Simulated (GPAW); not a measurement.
Runs of GPAW 26.7.0 on FeO (Wuestite). The structure is trigonal, space group R-3m (No. 166). Conventional cell: a = 3.038 Å, b = 3.038 Å, c = 7.559 Å, α = 90.00°, β = 90.00°, γ = 120.00°. Around Fe (site symmetry -3m) lie 6 O at 2.16 Å. Around O (site symmetry -3m) lie 6 Fe at 2.16 Å. 

| level | potentials or basis | eigensolver | pressure (GPa) | moment (μB) |
| --- | --- | --- | --- | --- |
| RPBE | the program's PAW data sets (release 1.2.1) made for this functional, pw | - | 5.6 | 4.00 |
| PBEsol | PAW data sets generated in the run's folder for this functional, pw | - | (a) | 4.01 |
| TPSS | GPAW PAW data sets (gpaw-data 1.2.1), pw | davidson | -4.3 | 4.01 |
| vdW-DF2 | GPAW PAW data sets (gpaw-data 1.2.1), pw | - | - | 3.99 |
| LDA | the program's PAW data sets (release 1.2.1) made for this functional, pw | - | (b) | 4.00 |
| vdW-DF-cx | GPAW PAW data sets (gpaw-data 1.2.1), pw | - | - | 4.00 |
| revPBE | the program's PAW data sets (release 1.2.1) made for this functional, pw | - | 4.1 | 4.00 |
| SCAN | GPAW PAW data sets (gpaw-data 1.2.1), pw | - | -6.4 | 4.01 |

Alike in all rows: task band structure; spin collinear, ferromagnetic start; cell as given; k mesh 7 × 7 × 7; cutoff (eV) 800; smearing fermi-dirac 0.05 eV; the mesh is coarse, so values aren't converged.

Estimate the missing entries.

(a) -8.0; (b) -16.3.

Caveats: all runs use coarse meshes; a cell with one magnetic atom can't hold antiferromagnetic order, which such compounds often take; the PAW data sets were made with another functional, which shifts forces and pressure a little (some runs).

Runs at the PBE level aren't shown here.
